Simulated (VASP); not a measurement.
Here is a VASP 6.6.1 calculation.

File INCAR:

```
SYSTEM = CrO2
  PREC = Accurate
  ENCUT = 520
  EDIFF = 1E-6
  ISMEAR = -1
  SIGMA = 0.05
  LREAL = .False.
  LASPH = .True.
  NELM = 150
  ALGO = Normal
  ISIF = 2
  LWAVE = .False.
  LCHARG = .False.
  ISPIN = 2
  MAGMOM = 2.17 2.17 -0.24 -0.24 -0.24 -0.24
  LORBIT = 11
  LMAXMIX = 4
  LDAU = .True.
  LDAUTYPE = 2
  LDAUL = 2 -1
  LDAUU = 3.7 0
  LDAUJ = 0 0
  LDAUPRINT = 1
  GGA = PE
  NBANDS = 37
```

Contents of KPOINTS:

```
regular mesh
0
Gamma
  4 4 6
  0 0 0
```

POSCAR

```
CrO2
1.0
    4.4100000000      0.0000000000      0.0000000000
    0.0000000000      4.4100000000      0.0000000000
    0.0000000000      0.0000000000      2.9100000000
Cr O
2 4
Direct
    0.0000000000      0.0000000000      0.0000000000
    0.5000000000      0.5000000000      0.5000000000
    0.3000000000      0.3000000000      0.0000000000
    0.2000000000      0.8000000000      0.5000000000
    0.7000000000      0.7000000000      0.0000000000
    0.8000000000      0.2000000000      0.5000000000
```

Potentials or basis: VASP PAW PBE potentials, release 64 (Cr_pv, O).

Command:

```sh
$ cat potpaw_PBE.64/Cr_pv/POTCAR potpaw_PBE.64/O/POTCAR > POTCAR
$ mpirun -np 1 vasp_std > vasp.out
```

Q: Predict the pressure.

A: 13.2 GPa.

Q: Predict the site moments.

A: Cr +2.36; O -0.18 μB.

Q: Estimate the band gap on the k mesh.

A: None (metal or under the smearing width).

Q: Estimate the largest force.

A: 0.066 eV/Å.

Stress tensor (GPa, compression positive):
```
11.90  0.00  0.00
 0.00 11.90  0.00
 0.00  0.00 15.69
```

The state reached can hang on the start; a lower one may exist.
